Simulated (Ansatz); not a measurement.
**Pb: band structure with LDA**

Crystal: Pb.

```xyz
1
Lattice="0.0000 2.4750 2.4750 2.4750 0.0000 2.4750 2.4750 2.4750 0.0000" Properties=species:S:1:pos:R:3 pbc="T T T"
Pb    0.0000    0.0000    0.0000
```

```yaml
Program: Ansatz 0.2.0
Task: band structure
Functional: LDA
Potentials_or_basis: all-electron LAPW, relativistic spinors
Cutoff: 154 eV (chosen from the basis error)
Basis_error_allowed: 0.001 eV/atom
k_mesh: 7 × 7 × 7
Occupations: fermi-dirac, width 0.05 eV
Spin: spin-orbit coupling, no magnetisation
```

```
Pressure                : -1.7 GPa
Band gap along the path : none (metal or under the smearing width)
```

Levels at the corners of the path, in eV from the Fermi level:
| point | band 33 | band 34 | band 35 | band 36 | band 37 | band 38 | band 39 | band 40 |
| --- | --- | --- | --- | --- | --- | --- | --- | --- |
| Γ | -11.55 | -11.55 | 5.08 | 5.08 | 8.45 | 8.45 | 8.45 | 8.45 |
| X | -6.53 | -6.53 | -3.29 | -3.29 | 1.51 | 1.51 | 2.80 | 2.80 |
| W | -6.43 | -6.43 | -1.98 | -1.98 | -0.75 | -0.75 | 0.59 | 0.59 |
| K | -6.62 | -6.62 | -2.45 | -2.45 | -0.95 | -0.95 | 3.11 | 3.11 |
| Γ | -11.55 | -11.55 | 5.08 | 5.08 | 8.45 | 8.45 | 8.45 | 8.45 |
| L | -7.93 | -7.93 | -4.14 | -4.14 | 4.58 | 4.58 | 6.52 | 6.52 |
| U | -6.62 | -6.62 | -2.45 | -2.45 | -0.95 | -0.95 | 3.11 | 3.11 |
| W | -6.43 | -6.43 | -1.98 | -1.98 | -0.75 | -0.75 | 0.59 | 0.59 |

It took 37 s on 1 thread of Arm Neoverse V1, on a shared host, peak memory 0.36 GiB.

Caveat: the k mesh is thin for a metal, which can move the energy by tens of meV per atom.
